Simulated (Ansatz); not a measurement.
# Cd (Im-3m) in Ansatz: relaxation of cell and atoms with rPW86-PBE+D4

Aim: the relaxation of cell and atoms of Cd with rPW86-PBE+D4.

All numbers are computed with Ansatz 0.2.0; they aren't measurements. Logs are shortened: lines on timing, memory, paths and dates and some standing lists are left out, and cuts for length are marked.

## 1. The crystal as given

The structure is cubic, space group Im-3m (No. 229). The conventional cell has a = 3.569 Å, b = 3.569 Å, c = 3.569 Å, α = 90.00°, β = 90.00°, γ = 90.00°. Cd (site symmetry m-3m) has 8 Cd at 3.09 Å as nearest neighbours.

This isn't the form of Cd at room conditions, which is hcp.

## 2. Relaxation of cell and atoms, rPW86-PBE+D4, non-collinear spin, ferromagnetic start, spin-orbit coupling

Input file input.yaml:

```yaml
crystal:
  lattice:
    - [-1.784322, 1.784322, 1.784322]
    - [1.784322, -1.784322, 1.784322]
    - [1.784322, 1.784322, -1.784322]
  atoms:
    - { symbol: Cd, position: [0.0, 0.0, 0.0], spin: 0.5, spin_axis: [0.0, 0.0, 1.0] }
kpoints:
  mp_grid: { grid: [8, 8, 8] }
scf:
  occupations: { method: cold, width: 0.05 }
hamiltonian:
  xc: { exchange: rpw86, correlation: pbe }
  dispersion: d4
  pseudopotentials: { kind: all_electron, lapw: { basis_error: 0.001 } }
magnetization:
  noncollinear: true
  spin_orbit: true
output:
  forces: true
  stress: true
relax:
  f_tol: 0.01
  max_steps: 60
  cell: {}
```

Potentials or basis: all-electron LAPW, relativistic spinors.

Command:

```bash
$ ansatz run input.yaml --threads 1 --pin off --max-ram 2560MiB --backend cpu --events-out ev --progress --plain --runs-dir out
```

What it wrote:

```text
Warning: RAYON_NUM_THREADS=1 ignored (pool sized by the plan → 1); use --threads N
The last accepted step is kept in <dir> (removed where the run ends without a failure and the disk answers)
LAPW: plane waves up to 7.603 Å⁻¹, error target 1.0e-3 eV per atom; Dirac's equation on spinors; Cd in spheres of 1.499 Å, 20 of its electrons in bands (how accurate: hamiltonian.pseudopotentials.lapw.basis_error, Limitations)
Engine: ansatz 0.2.0, x86_64-unknown-linux-gnu
Pseudopotentials: kind: all_electron
Pseudopotential: Cd, LAPW, valence charge 20, lapw/all_electron/dirac/gaussian/Cd, Dirac's equation, gaussian nucleus
Functional definition: unnamed
  exchange = rpw86_x
  correlation = pbe_c
Crystal: 1 atoms, lattice volume = 22.724 Å³
Basis set: ecut = 220.2371778934358 eV, 177 PW (Γ), exchange–correlation at level 2
Bands: 28, of which v1, the nominal top of the filled ones, is band 20 counted from 1 (19 counted from 0)
Symmetry: 8 space group operations + 8 with time reversal
Magnetic group: BNS 139.537 (UNI 1197), of the structure as read, at distance tolerance 2.8e-5 Å
k-points: 59 of 512 (time reversal used)
Non-local potential: Cd, projectors of the file, none
Initial density: superposition of atomic densities (chi_scale 0.1, normalization cell)
Starting moments: Σ|m| = 0.5 μB on 1 of 1 site
Initial wavefunctions: plane waves of lowest kinetic energy (no species holds an atomic orbital)
Functional: x = rpw86, c = pbe(β = 0.06672455060314922)
iter 1 solved again at ethr=8.74e-5 eV; its pass at ethr=1.00e-1 eV (dr2=1.75e-2 eV) is discarded
SCF iter   1: F=—  HF=-152320.748292 eV  |F-HF|=—  |Δ(HF+E_count)|=         —  Δρ=2.26e-2  dr2=1.76e-2  dr2_m=2.67e-2  ethr=8.74e-5  |M|=7.28e-2 ∫|m|=7.28e-2 μB  β_m=0.30  ⟨swp⟩=3.5  Hψ=11653  notcnv=0
preconditioner: auto → Kerker (q_TF=auto, 2.671 Å⁻¹)  [metal: Δε(μ)=0.011 eV  Ē_g=16.003 eV  σ=0.050 eV  W_gap=0.14  n_scr=12 (ndim 8)  ℏωp=27.0 eV  f_vac=0.000  D(μ)=0.76/eV (n_scr^D=0)]
spin=Noncollinear: Kerker preconditioning applied to the charge; magnetization (m_x, m_y, m_z) channels mix plain (no charge-response kernel on spin).
SCF iter   2: F=—  HF=-152320.733436 eV  |F-HF|=—  |Δ(HF+E_count)|=   1.49e-2  S|Δr|=    0.00e0  Δρ=1.58e-2  dr2=9.14e-3  dr2_m=1.31e-2  ethr=8.74e-5  |M|=7.67e-2 ∫|m|=7.67e-2 μB  β_m=0.30  ⟨swp⟩=2.0  Hψ=4494  notcnv=0
preconditioner: auto → none  [insulator: Δε(μ)=0.081 eV  Ē_g=16.192 eV  σ=0.050 eV  W_gap=0.70  n_scr=12 (ndim 8)  ℏωp=27.0 eV  f_vac=0.000  D(μ)=0.56/eV (n_scr^D=0)  ε∞_Penn≈3.8]
SCF iter   3: F=—  HF=-152320.736529 eV  |F-HF|=—  |Δ(HF+E_count)|=   3.09e-3  S|Δr|=    0.00e0  Δρ=1.13e-2  dr2=2.97e-3  dr2_m=6.62e-3  ethr=4.57e-5  |M|=7.36e-2 ∫|m|=7.36e-2 μB  β_m=0.30  ⟨swp⟩=2.0  Hψ=4863  notcnv=0
iter 4 solved again at ethr=4.43e-7 eV; its pass at ethr=1.48e-5 eV (dr2=8.86e-5 eV) is discarded
SCF iter   4: F=—  HF=-152320.741103 eV  |F-HF|=—  |Δ(HF+E_count)|=   4.57e-3  S|Δr|=    0.00e0  Δρ=8.11e-3  dr2=8.84e-5  dr2_m=3.42e-3  ethr=4.43e-7  |M|=6.90e-2 ∫|m|=6.90e-2 μB  β_m=0.30  ⟨swp⟩=2.0  Hψ=8211  notcnv=0
SCF iter   5: F=—  HF=-152320.743135 eV  |F-HF|=—  |Δ(HF+E_count)|=   2.03e-3  S|Δr|=    0.00e0  Δρ=5.87e-3  dr2=2.52e-5  dr2_m=1.80e-3  ethr=4.42e-7  |M|=6.45e-2 ∫|m|=6.45e-2 μB  β_m=0.30  ⟨swp⟩=2.9  Hψ=4554  notcnv=0
SCF iter   6: F=—  HF=-152320.744196 eV  |F-HF|=—  |Δ(HF+E_count)|=   1.06e-3  S|Δr|=    0.00e0  Δρ=4.28e-3  dr2=6.35e-7  dr2_m=9.56e-4  ethr=1.26e-7  |M|=6.06e-2 ∫|m|=6.06e-2 μB  β_m=0.30  ⟨swp⟩=3.0  Hψ=4851  notcnv=0
SCF iter   7: F=—  HF=-152320.744720 eV  |F-HF|=—  |Δ(HF+E_count)|=   5.24e-4  S|Δr|=    0.00e0  Δρ=3.19e-3  dr2=2.19e-7  dr2_m=5.29e-4  ethr=3.17e-9  |M|=5.63e-2 ∫|m|=5.63e-2 μB  β_m=0.30  ⟨swp⟩=3.4  Hψ=5186  notcnv=0
SCF iter   8: F=—  HF=-152320.745000 eV  |F-HF|=—  |Δ(HF+E_count)|=   2.80e-4  S|Δr|=    0.00e0  Δρ=2.40e-3  dr2=2.38e-8  dr2_m=3.00e-4  ethr=1.09e-9  |M|=5.23e-2 ∫|m|=5.23e-2 μB  β_m=0.30  ⟨swp⟩=3.0  Hψ=5127  notcnv=0
Mixer restart at iter 8: flushing history
spin-set hold released at iteration 8 (site moments contracting): the magnetisation degrees of freedom join the quasi-Newton model from the next iteration; the mixer history was flushed
SCF iter   9: F=—  HF=-152320.745155 eV  |F-HF|=—  |Δ(HF+E_count)|=   1.55e-4  S|Δr|=    0.00e0  Δρ=1.83e-3  dr2=8.23e-8  dr2_m=1.75e-4  ethr=1.19e-10  |M|=4.88e-2 ∫|m|=4.88e-2 μB  β_m=0.65  ⟨swp⟩=3.2  Hψ=5165  notcnv=0
SCF iter  10: F=—  HF=-152320.745378 eV  |F-HF|=—  |Δ(HF+E_count)|=   2.23e-4  S|Δr|=    0.00e0  Δρ=3.22e-4  dr2=1.00e-7  dr2_m=5.39e-6  ethr=1.19e-10  |M|=3.41e-2 ∫|m|=3.41e-2 μB  β_m=0.82  ⟨swp⟩=4.0  Hψ=5447  notcnv=0  defer=1
SCF iter  11: F=—  HF=-152320.745401 eV  |F-HF|=—  |Δ(HF+E_count)|=   2.27e-5  S|Δr|=    0.00e0  Δρ=2.51e-4  dr2=6.75e-8  dr2_m=3.27e-6  ethr=1.19e-10  |M|=2.89e-2 ∫|m|=2.89e-2 μB  β_m=0.91  ⟨swp⟩=4.0  Hψ=5437  notcnv=0
[... 25 lines left out ...]
Crystal: 1 atoms, lattice volume = 24.179 Å³
Basis set: ecut = 211.30910806056752 eV, 177 PW (Γ), exchange–correlation at level 2
iter 1 solved again at ethr=2.09e-8 eV; its pass at ethr=1.00e-1 eV (dr2=4.18e-6 eV) is discarded
SCF iter   1: F=—  HF=-152320.756264 eV  |F-HF|=—  |Δ(HF+E_count)|=         —  Δρ=9.31e-5  dr2=2.00e-6  dr2_m=4.04e-15  ethr=2.09e-8  |M|=2.92e-7 ∫|m|=2.97e-7 μB  β_m=0.30  ⟨swp⟩=5.3  Hψ=10261  notcnv=0
preconditioner: auto → none  [insulator: Δε(μ)=0.253 eV  Ē_g=15.866 eV  σ=0.050 eV  W_gap=0.79  n_scr=12 (ndim 8)  ℏωp=26.2 eV  f_vac=0.000  D(μ)=0.91/eV (n_scr^D=12)  ε∞_Penn≈3.7]
SCF iter   2: F=—  HF=-152320.756263 eV  |F-HF|=—  |Δ(HF+E_count)|=   1.34e-6  S|Δr|=    0.00e0  Δρ=5.92e-5  dr2=8.08e-7  dr2_m=2.89e-15  ethr=9.99e-9  |M|=2.59e-7 ∫|m|=2.62e-7 μB  β_m=0.39  ⟨swp⟩=2.0  Hψ=4496  notcnv=0
SCF iter   3: F=—  HF=-152320.756263 eV  |F-HF|=—  |Δ(HF+E_count)|=   6.73e-7  S|Δr|=    0.00e0  Δρ=2.88e-5  dr2=1.90e-7  dr2_m=1.75e-15  ethr=4.04e-9  |M|=2.09e-7 ∫|m|=2.11e-7 μB  β_m=0.57  ⟨swp⟩=2.9  Hψ=4620  notcnv=0
iter 4 solved again at ethr=1.04e-11 eV; its pass at ethr=9.52e-10 eV (dr2=2.07e-9 eV) is discarded
SCF iter   4: F=-152320.756264 eV  HF=-152320.756264 eV  |F-HF|=9.75e-9  |Δ(HF+E_count)|=   4.15e-7  S|Δr|=    0.00e0  Δρ=3.14e-6  dr2=2.06e-9  dr2_m=5.81e-16  ethr=1.04e-11  |M|=1.30e-7 ∫|m|=1.30e-7 μB  ⟨swp⟩=2.1  Hψ=7960  notcnv=0
the starting moments were not kept: the SCF closed with an absolute magnetisation of 1.3e-7 μB, where they sum to 0.5 μB in size (1 site). That is at most 0.1 of that sum. Measured as dr2_m measures the in/out step, that magnetisation stands 1.7e-15 eV from none, at or under the dr2_threshold of 1.0e-7 eV: it is no larger than a step whose dr2_m would equal this threshold.
SCF 3 converged in 4 iterations: F = -152320.756264 eV  dr2 = 2.06e-9
relax step   3: F+E_penalty+E_count = -152320.75626364 eV  Δ(F+E_penalty+E_count) = -6.587e-4 eV  max|allowed force component| = 0.000e0 eV/Å  Δτ_max = 0.0000 Å  P = -0.027 GPa  Ω = 24.179 Å³  (4 SCF iters, accepted)
iter 1 solved again at ethr=1.04e-11 eV; its pass at ethr=1.00e-1 eV (dr2=2.08e-9 eV) is discarded
SCF iter   1: F=—  HF=-152320.756265 eV  |F-HF|=—  |Δ(HF+E_count)|=         —  Δρ=3.14e-6  dr2=2.07e-9  dr2_m=5.90e-16  ethr=1.04e-11  |M|=1.29e-7 ∫|m|=1.29e-7 μB  β_m=0.30  ⟨swp⟩=6.2  Hψ=9412  notcnv=2  reapply=5
preconditioner: auto → none  [insulator: Δε(μ)=0.253 eV  Ē_g=15.864 eV  σ=0.050 eV  W_gap=0.79  n_scr=12 (ndim 8)  ℏωp=26.2 eV  f_vac=0.000  D(μ)=0.91/eV (n_scr^D=12)  ε∞_Penn≈3.7]
SCF iter   2: F=-152320.756265 eV  HF=-152320.756265 eV  |F-HF|=1.32e-8  |Δ(HF+E_count)|=   1.26e-8  S|Δr|=    0.00e0  Δρ=2.45e-6  dr2=1.27e-9  dr2_m=4.65e-16  ethr=1.04e-11  |M|=1.15e-7 ∫|m|=1.15e-7 μB  ⟨swp⟩=2.9  Hψ=4620  notcnv=0
the starting moments were not kept: the SCF closed with an absolute magnetisation of 1.1e-7 μB, where they sum to 0.5 μB in size (1 site). That is at most 0.1 of that sum. Measured as dr2_m measures the in/out step, that magnetisation stands 1.3e-15 eV from none, at or under the dr2_threshold of 1.0e-7 eV: it is no larger than a step whose dr2_m would equal this threshold.
SCF 4 converged in 2 iterations: F = -152320.756265 eV  dr2 = 1.27e-9
relax step   4: F+E_penalty+E_count = -152320.75626484 eV  Δ(F+E_penalty+E_count) = -1.200e-6 eV  max|allowed force component| = 0.000e0 eV/Å  Δτ_max = 0.0000 Å  P = -0.027 GPa  Ω = 24.179 Å³  stress off target by 2.69e-2 GPa  SCF on the basis re-selected at this cell (its energy is not comparable with the rows above)  (2 SCF iters)
basis re-selected at this cell: Δ(F+E_penalty+E_count) = -1.200e-6 eV, ΔP = +0.000 GPa vs the last step (what re-selecting the basis moved, after the strain that the cell walked since its last selection, with what the two solves' SCF thresholds leave and, on support functions, any second-order correction that the steps lacked; it is no measure of the basis error at this ecutwfc). This SCF's stress stands 2.69e-2 GPa from its target on what of the cell is left free (relax.cell.stress_tol is 5.00e-2 GPa) and its largest allowed force component is 0.00e0 eV/Å (relax.f_tol is 1.00e-2 eV/Å): within both
SCF converged after 2 iterations
Stability not checked: this state was not tested for a lower state beside it, because cold or Methfessel-Paxton smearing, or corrected tetrahedra, fill the levels in a way that the test cannot read (fill_not_monotonic; see scf.lower_state_search)
Magnetization: |M| = 0.0000 μB,  M = (-0.0000, +0.0000, +0.0000) μB
Absolute magnetization: 0.0000 μB (∫|m|)
  site 0: m = (+0.0000, +0.0000, +0.0000) μB, |m| = 0.0000 μB  (R = 1.53 Å)
Free energy (F): -152320.756265 eV
Harris-Foulkes:  -152320.756265 eV  (|F-HF|=1.32e-8)
Internal energy: -152320.755582 eV  (E = F + TS)
E sigma→0 (E₀):  -152320.756037 eV
Entropy (-TS):   -0.000683 eV (-0.683 meV/atom)
Fermi energy:    13.671111 eV
--- Per-component energies (eV) ---
  E_band       = -409.178270
  E_kinetic    = 159725.394129
  E_xc         = -4258.696256
  E_electrostatic = -307787.034275  (all electrons and nuclei)
  E_disp       = -0.419180  (pairwise vdW)
  E_smearing   = -0.000683  (= −TS)
  E_closure    = 0.000000  (closes the sum)
  E_atoms      = -152319.879322  (free atoms, spherical and without spin; not in F)
  Σ components = -152320.756265   (vs F -152320.756265, Δ=0.00e0)
  Basis errors (estimates in eV, not in F): energy 4.7e-4 per atom: plane waves 4.6e-4 (3.4e-4 summed), levels above the bands 0.0e0, relativity 6.7e-8, radial functions 7.5e-6, core shells 2.9e-8; eigenvalues (radial functions only) 5.1e-5; not estimated: angular momenta, meshes, grids; target (lapw.basis_error) 1.0e-3; muffin-tin radii Cd 1.530 Å
--- Forces (eV/Å), atoms counted from 1 ---
  atom   1  Cd     0.00000000    -0.00000000     0.00000000
  max |Σ_I F_I| component: 2.07e-25 eV/Å
--- Stress (GPa, compression-positive) ---
       -0.026897       0.000000       0.000000
        0.000000      -0.026897      -0.000000
        0.000000      -0.000000      -0.026923
  P = ⅓ Tr σ = -0.0269 GPa (-0.269 kbar)
--- Relaxed structure (3 steps of the walk, 3 accepted, 1 SCFs on fresh bases) ---
  F+E_penalty+E_count = -152320.75626484 eV   max|allowed force component| = 0.000e0 eV/Å   (the final SCF, on the basis selected at the relaxed cell)
  cell:  # Å, volume = 24.1790 Å³
    - [-1.8216272854632893, 1.8216272854632893, 1.82162622443698]
    - [1.8216272854632893, -1.8216272854632893, 1.82162622443698]
    - [1.8216272854632893, 1.8216272854632893, -1.82162622443698]
  atoms:
    - { symbol: Cd, position: [0.0, 0.0, 0.0] }
```

Wall time 1.7 min (1 thread of Intel Xeon Platinum 8488C (Sapphire Rapids), shared host); peak memory 0.55 GiB.

What came out:

```yaml
Free_energy: -152320.7563 eV
Relaxed_volume: 24.18 Å³/atom
Relaxed_cell: a = 3.155 Å, b = 3.155 Å, c = 3.155 Å, α = 109.47°, β = 109.47°, γ = 109.47°
Space_group_after_relaxing_to_0.05_Å: Im-3m (No. 229)
Energy_gained_by_relaxing: 10.8 meV/atom
Ionic_steps: 4
Pressure_after_relaxing: 0.0 GPa
Net_moment: 0.00 μB per cell
Absolute_moment: 0.00 μB per cell
```

The path:
```csv
step,energy change (eV),largest force (eV/Å),volume (Å³)
1,0.0000,0.0000,22.72
2,-0.0102,0.0000,23.79
3,-0.0108,0.0000,24.18
4,-0.0108,0.0000,24.18
```

Final structure:
```
CELL_PARAMETERS angstrom
-1.82163 1.82163 1.82163
1.82163 -1.82163 1.82163
1.82163 1.82163 -1.82163
ATOMIC_POSITIONS crystal
Cd 0.00000 0.00000 0.00000
```

Moments on the atoms (μB; x, y, z):
```
Cd  0.00 0.00 0.00
```

Caveat: the starting moments weren't kept.
